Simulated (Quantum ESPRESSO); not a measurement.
A calculation with Quantum ESPRESSO 7.5 of FeSi (ASE script, Cartesian positions):

run.py

```python
import numpy as np
from ase.calculators.espresso import Espresso, EspressoProfile
from ase.io import read

atoms = read('FeSi.xyz')
atoms.set_initial_magnetic_moments([3.0, 3.0, 3.0, 3.0, 0.0, 0.0, 0.0, 0.0])

input_data = {
    'control': {'calculation': 'scf', 'prefix': 'pwscf', 'outdir': './tmp', 'tprnfor': True, 'tstress': True, 'disk_io': 'nowf'},
    'system': {'ecutwfc': 64.0, 'ecutrho': 782.0, 'nbnd': 55, 'occupations': 'smearing', 'smearing': 'fd', 'degauss': 0.00367493, 'nspin': 2},
    'electrons': {'conv_thr': 1.6e-09, 'electron_maxstep': 120, 'mixing_beta': 0.3},
}
pseudopotentials = {'Fe': 'Fe.pbe-spn-kjpaw_psl.0.2.1.UPF', 'Si': 'Si.pbe-n-rrkjus_psl.1.0.0.UPF'}
profile = EspressoProfile(command='mpirun -n 2 pw.x -nk 2', pseudo_dir='pseudo')
dft = Espresso(profile=profile, input_data=input_data, pseudopotentials=pseudopotentials, kpts=(6, 6, 6), koffset=(0, 0, 0))
atoms.calc = dft

print(f'energy {atoms.get_potential_energy():.8f} eV')
print('forces (eV/A)')
print(np.round(atoms.get_forces(), 6))
print('stress (eV/A^3, Voigt)')
print(np.round(atoms.get_stress(), 8))
print(f'Fermi level {dft.get_fermi_level():.4f} eV')
```

Contents of FeSi.xyz:

```xyz
8
Lattice="4.5507000000 0.0000000000 0.0000000000 0.0000000000 4.5507000000 0.0000000000 0.0000000000 0.0000000000 4.5507000000" Properties=species:S:1:pos:R:3 pbc="T T T"
Fe     3.9294384360      2.8966115640      1.6540884360
Fe     2.8966115640      1.6540884360      3.9294384360
Fe     1.6540884360      3.9294384360      2.8966115640
Fe     0.6212615640      0.6212615640      0.6212615640
Si     0.7171903200      1.5581596800      2.9925403200
Si     1.5581596800      2.9925403200      0.7171903200
Si     2.9925403200      0.7171903200      1.5581596800
Si     3.8335096800      3.8335096800      3.8335096800
```

Potentials or basis: SSSP 1.3 efficiency PBE.

Run with:

```sh
$ OMP_NUM_THREADS=1 python run.py
```

Task: Write the same calculation in another form: native input, structure typed inline.

Result: As run:

pw.in

```
&CONTROL
  calculation = 'scf'
  prefix = 'pwscf'
  outdir = './tmp'
  pseudo_dir = './pseudo'
  tprnfor = .true.
  tstress = .true.
  disk_io = 'low'
/
&SYSTEM
  ibrav = 0
  nat = 8
  ntyp = 2
  ecutwfc = 64
  ecutrho = 782
  nbnd = 55
  occupations = 'smearing'
  smearing = 'fd'
  degauss = 0.00367493
  nspin = 2
  starting_magnetization(1) = 0.1875
  starting_magnetization(2) = 0
/
&ELECTRONS
  conv_thr = 1.6d-09
  electron_maxstep = 120
  mixing_beta = 0.3
/
ATOMIC_SPECIES
Fe    55.8450 Fe.pbe-spn-kjpaw_psl.0.2.1.UPF
Si    28.0850 Si.pbe-n-rrkjus_psl.1.0.0.UPF
CELL_PARAMETERS angstrom
   4.5507000000    0.0000000000    0.0000000000
   0.0000000000    4.5507000000    0.0000000000
   0.0000000000    0.0000000000    4.5507000000
ATOMIC_POSITIONS crystal
Fe     0.8634800000    0.6365200000    0.3634800000
Fe     0.6365200000    0.3634800000    0.8634800000
Fe     0.3634800000    0.8634800000    0.6365200000
Fe     0.1365200000    0.1365200000    0.1365200000
Si     0.1576000000    0.3424000000    0.6576000000
Si     0.3424000000    0.6576000000    0.1576000000
Si     0.6576000000    0.1576000000    0.3424000000
Si     0.8424000000    0.8424000000    0.8424000000
K_POINTS automatic
6 6 6 0 0 0
```

Contents of pp_density.in:

```
&INPUTPP
  prefix = 'pwscf'
  outdir = './tmp'
  filplot = 'density.dat'
  plot_num = 0
/
&PLOT
  nfile = 1
  filepp(1) = 'density.dat'
  iflag = 3
  output_format = 6
  fileout = 'density.cube'
/
```

File pp_potential.in:

```
&INPUTPP
  prefix = 'pwscf'
  outdir = './tmp'
  filplot = 'potential.dat'
  plot_num = 11
/
&PLOT
  nfile = 1
  filepp(1) = 'potential.dat'
  iflag = 3
  output_format = 6
  fileout = 'potential.cube'
/
```

File pp_spin.in:

```
&INPUTPP
  prefix = 'pwscf'
  outdir = './tmp'
  filplot = 'spin.dat'
  plot_num = 6
/
&PLOT
  nfile = 1
  filepp(1) = 'spin.dat'
  iflag = 3
  output_format = 6
  fileout = 'spin.cube'
/
```

Potentials or basis: SSSP 1.3 efficiency PBE.

Command:

```console
$ OMP_NUM_THREADS=1 mpirun -n 2 pw.x -nk 2 -in pw.in > pw.out
$ OMP_NUM_THREADS=1 mpirun -n 1 pp.x -in pp_density.in > pp_density.out
$ OMP_NUM_THREADS=1 mpirun -n 1 pp.x -in pp_potential.in > pp_potential.out
$ OMP_NUM_THREADS=1 mpirun -n 1 pp.x -in pp_spin.in > pp_spin.out
```

Both were run:

|  | ASE script, Cartesian positions | native input, structure typed inline |
| --- | --- | --- |
| Pressure | -11.2 GPa | -11.2 GPa |
| Largest force | 0.098 eV/Å | 0.098 eV/Å |
| Band gap on the k mesh | none (metal or under the smearing width) | none (metal or under the smearing width) |
| Net moment | 3.73 μB per cell | 3.73 μB per cell |
| Absolute moment | 4.64 μB per cell | 4.64 μB per cell |
| Site moments | Fe +1.02; Si -0.05 μB | Fe +1.02; Si -0.05 μB |
| Valence electrons inside the program's atomic spheres | Fe 14.17; Si 1.75 | Fe 14.17; Si 1.75 |

Keys that steer only the numerical path or the files written may differ.
